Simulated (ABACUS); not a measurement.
# WS2 (R3m) in ABACUS: reference runs, part 2 of 2

ABACUS 3.10.1. The steps go on from the part before.

## Step 3: Single point, PBE (atoms moved at random, drawn with an rms of 0.05 Å)

INPUT reads:

```
INPUT_PARAMETERS
suffix              WS2
calculation         scf
basis_type          pw
pseudo_dir          ./
symmetry            1
dft_functional      pbe
ecutwfc             74
pseudo_rcut         10
nspin               1
nbands              17
ks_solver           dav
smearing_method     fd
smearing_sigma      0.00367493
scf_thr             1e-08
scf_nmax            100
mixing_type         broyden
mixing_beta         0.7
cal_force           1
cal_stress          1
kpar                4
```

STRU reads:

```
ATOMIC_SPECIES
W 183.8400 W.upf
S 32.0600 S.upf

LATTICE_CONSTANT
1.8897261246

LATTICE_VECTORS
1.5790000000 0.9116360751 6.1633333333
-1.5790000000 0.9116360751 6.1633333333
0.0000000000 -1.8232721501 6.1633333333

ATOMIC_POSITIONS
Direct

W
0.0
1
-0.0129770000 0.0109140000 0.0083710000 1 1 1

S
0.0
2
0.5857000000 0.5814600000 0.5725220000 1 1 1
0.7475030000 0.7399750000 0.7708190000 1 1 1
```

KPT reads:

```
K_POINTS
0
Gamma
10 10 10 0 0 0
```

Potentials or basis: PseudoDojo NC SR 0.4.1 PBE standard, plane waves.

Run with:

```sh
$ OMP_NUM_THREADS=1 mpirun -np 4 abacus > log
```

running log:

```text
ABACUS v3.10.1

               Atomic-orbital Based Ab-initio Computation at UStc

 ------------------------------------------------------------------------------------

 READING GENERAL INFORMATION
                           global_out_dir = OUT.WS2/
                           global_in_card = INPUT
                               pseudo_dir = ./
                              orbital_dir =
                                    DSIZE = 4
                                    GSIZE = 1

 READING UNITCELL INFORMATION
                                    ntype = 2
                  lattice constant (Bohr) = 1.88973
              lattice constant (Angstrom) = 1

 READING ATOM TYPE 1
                               atom label = W
                      L=0, number of zeta = 1
                      L=1, number of zeta = 1
                      L=2, number of zeta = 1
             number of atom for this type = 1

 READING ATOM TYPE 2
                               atom label = S
                      L=0, number of zeta = 1
                      L=1, number of zeta = 1
                      L=2, number of zeta = 1
             number of atom for this type = 2

                        TOTAL ATOM NUMBER = 3
DIRECT COORDINATES
    atom                   x                   y                   z     mag                  vx                  vy                  vz
taud_W1            0.9870230000        0.0109140000        0.0083710000  0.0000        0.0000000000        0.0000000000        0.0000000000
taud_S1            0.5857000000        0.5814600000        0.5725220000  0.0000        0.0000000000        0.0000000000        0.0000000000
taud_S2            0.7475030000        0.7399750000        0.7708190000  0.0000        0.0000000000        0.0000000000        0.0000000000

                          Volume (Bohr^3) = 359.225
                             Volume (A^3) = 53.2317

 Lattice vectors: (Cartesian coordinate: in unit of a_0)
               +1.579           +0.911636            +6.16333
               -1.579           +0.911636            +6.16333
                   +0            -1.82327            +6.16333
 Reciprocal vectors: (Cartesian coordinate: in unit of 2 pi/a_0)
            +0.316656           +0.182821          +0.0540833
            -0.316656           +0.182821          +0.0540833
                   +0           -0.365643          +0.0540833
 The esolver type has been set to : ksdft_pw

                PAO radial cut off (Bohr) = 10

 Read in pseudopotential file is W.upf
                     pseudopotential type = NC
          exchange-correlation functional = PBE
                 nonlocal core correction = 1
                        valence electrons = 14
                                     lmax = 3
                           number of zeta = 4
                     number of projectors = 8
                           L of projector = 0
                           L of projector = 0
                           L of projector = 1
                           L of projector = 1
                           L of projector = 2
                           L of projector = 2
                           L of projector = 3
                           L of projector = 3
                PAO radial cut off (Bohr) = 10

 Read in pseudopotential file is S.upf
                     pseudopotential type = NC
          exchange-correlation functional = PBE
                 nonlocal core correction = 1
                        valence electrons = 6
                                     lmax = 2
                           number of zeta = 2
                     number of projectors = 6
                           L of projector = 0
                           L of projector = 0
                           L of projector = 1
                           L of projector = 1
                           L of projector = 2
                           L of projector = 2
     initial pseudo atomic orbital number = 18

 SETUP THE ELECTRONS NUMBER
             electron number of element W = 14
       total electron number of element W = 14
             electron number of element S = 6
       total electron number of element S = 12
[... 122 lines left out ...]

           k-point number in this process = 126
       minimum distributed K point number = 126
[... stars of the k points ...]

[... K-POINTS CARTESIAN COORDINATES: 126 rows ...]

[... K-POINTS DIRECT COORDINATES: 126 rows ...]

 SETUP PLANE WAVES FOR WAVE FUNCTIONS
     energy cutoff for wavefunc (unit:Ry) = 74
              fft grid for wave functions = [ 72, 72, 72 ]
                    number of plane waves = 5117
                         number of sticks = 495

 PARALLEL PW FOR WAVE FUNCTIONS
     PROC   COLUMNS(POT)             PW
        1            495           5117
 --------------- sum -------------------
        1            495           5117

 SETUP NONLOCAL PSEUDOPOTENTIALS IN PLANE WAVE BASIS
 W non-local projectors:
 projector 1 L=0
 projector 2 L=0
 projector 3 L=1
 projector 4 L=1
 projector 5 L=2
 projector 6 L=2
 projector 7 L=3
 projector 8 L=3
 S non-local projectors:
 projector 1 L=0
 projector 2 L=0
 projector 3 L=1
 projector 4 L=1
 projector 5 L=2
 projector 6 L=2
      TOTAL NUMBER OF NONLOCAL PROJECTORS = 68

 Init Non-Local PseudoPotential table :
 Init Non-Local-Pseudopotential done.

                                     npwx = 3881

 Make real space PAO into reciprocal space.
       max mesh points in Pseudopotential = 1001
     dq(describe PAO in reciprocal space) = 0.01
                                    max q = 1037

 number of pseudo atomic orbitals for W is 4
WARNING: norm of atomic wavefunction # 3 of atomic type W is 0.999981, renormalized
WARNING: norm of atomic wavefunction # 4 of atomic type W is 0.99991, renormalized

 number of pseudo atomic orbitals for S is 2
WARNING: norm of atomic wavefunction # 2 of atomic type S is 0.999996, renormalized

 -------------------------------------------
 SELF-CONSISTENT
 -------------------------------------------

                                 init_chg = atomic

 PW ALGORITHM --------------- ION=   1  ELEC=   1--------------------------------

 Notice: Threshold on eigenvalues was too large.
 hsover_error=0.26 > DRHO=0.0916934
 Origin diag ethr = 0.01
 New diag ethr = 0.000352667

 Density error is 0.0934246895733
                          Error Threshold = 0.000352666893467
----------------------------------------------------------
     Energy           Rydberg                 eV
----------------------------------------------------------
 E_KohnSham     -196.0019292130      -2666.7430562899
 E_Harris       -196.4538322991      -2672.8915132048
 E_Fermi        0.8942108729         12.1663630844
----------------------------------------------------------
[... 99 lines left out ...]
 Density error is 8.90640545193e-10
                          Error Threshold = 4.41554739527e-11
----------------------------------------------------------
     Energy           Rydberg                 eV
----------------------------------------------------------
 E_KohnSham     -196.0248805191      -2667.0553248294
 E_KS(sigma->0) -196.0248804999      -2667.0553245672
 E_Harris       -196.0245749822      -2667.0511677865
 E_band         -13.6634739423       -185.9011000903
 E_one_elec     -78.3617376456       -1066.1661371613
 E_Hartree      49.8766113368        678.6061111116
 E_xc           -45.9069322591       -624.5958564239
 E_Ewald        -121.6328219127      -1654.8994418314
 E_entropy(-TS) -0.0000000385        -0.0000005243
 E_descf        0.0000000000         0.0000000000
 E_exx          0.0000000000         0.0000000000
 E_Fermi        0.8921240108         12.1379698698
----------------------------------------------------------

 charge density convergence is achieved
 final etot is -2667.0553248 eV
 EFERMI = 12.13796987 eV

 STATE ENERGY(eV) AND OCCUPATIONS    NSPIN == 1
 1/126 kpoint (Cartesian) = 0.0000 0.0000 0.0000 (3859 pws)
       1       -62.9330     0.00200000
       2       -27.1827     0.00200000
       3       -26.9970     0.00200000
       4       -26.9881     0.00200000
       5       -3.81831     0.00200000
       6       -1.90113     0.00200000
[... 9 lines left out ...]
      16        14.2534    8.45389e-22
[... 82 lines left out ...]
       4       -27.0795     0.00200000
       5       -1.62912     0.00200000
       6       -1.15087     0.00200000
[... 9 lines left out ...]
      16        15.1778    7.88820e-30
      17        15.5106    1.01590e-32

[... levels at 120 further k points ...]

------------------------------------------------------------------------------------------
 TOTAL-FORCE (eV/Angstrom)
------------------------------------------------------------------------------------------
                        W1         0.9648936829        -0.0125091884        -1.3793128347
                        S1        -0.3849546767        -0.3308696293         1.0729372573
                        S2        -0.5799390061         0.3433788177         0.3063755774
------------------------------------------------------------------------------------------

----------------------------------------------------------------
 TOTAL-STRESS (KBAR)
----------------------------------------------------------------
        26.6274993440        -9.1085349840        -7.8529200657
        -9.1085349840        24.1063243603        30.5982132714
        -7.8529200657        30.5982132714        -4.2744394499
----------------------------------------------------------------
 TOTAL-PRESSURE: 15.486461 KBAR

 --------------------------------------------
 !FINAL_ETOT_IS -2667.0553248293540491 eV
 --------------------------------------------
```

Run time: 8.4 min. Hardware: 4 MPI ranks of Intel Xeon Platinum 8488C (Sapphire Rapids), shared host; peak memory 1.2 GiB.

What came out:

| Property | Result |
| --- | --- |
| Free energy | -2667.0553 eV |
| Pressure | 1.5 GPa |
| Largest force | 1.683 eV/Å |
| Band gap on the k mesh | 0.98 eV, indirect (least direct gap 2.05 eV) |

Forces in eV/Å, atoms in the order of the input:
```
W    0.965 -0.013 -1.379
S   -0.385 -0.331  1.073
S   -0.580  0.343  0.306
```

Caveat: spin-orbit coupling is left out, which moves the levels of the heavy elements.
